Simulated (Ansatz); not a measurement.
Structure types of Si were relaxed at one common pressure (all-electron LAPW in Ansatz 0.2.0 under PBEsol, scalar-relativistic, no spin polarisation, zero temperature). They take these volumes:

```tsv
type	space group	V (Å³/atom)
fcc	Fm-3m	9.86
bcc	Im-3m	10.18
hcp	P6_3/mmc	10.00
omega	P6/mmm	10.28
distorted graphite	P6_3/mmc	12.34
diamond	Fd-3m	13.98
```

Question: At about which pressure, and is the densest type also the lowest in enthalpy?

Answer: 69 GPa. The densest is fcc, and it is 12 meV/atom above hcp: its gain in pV doesn't pay for its higher energy here.
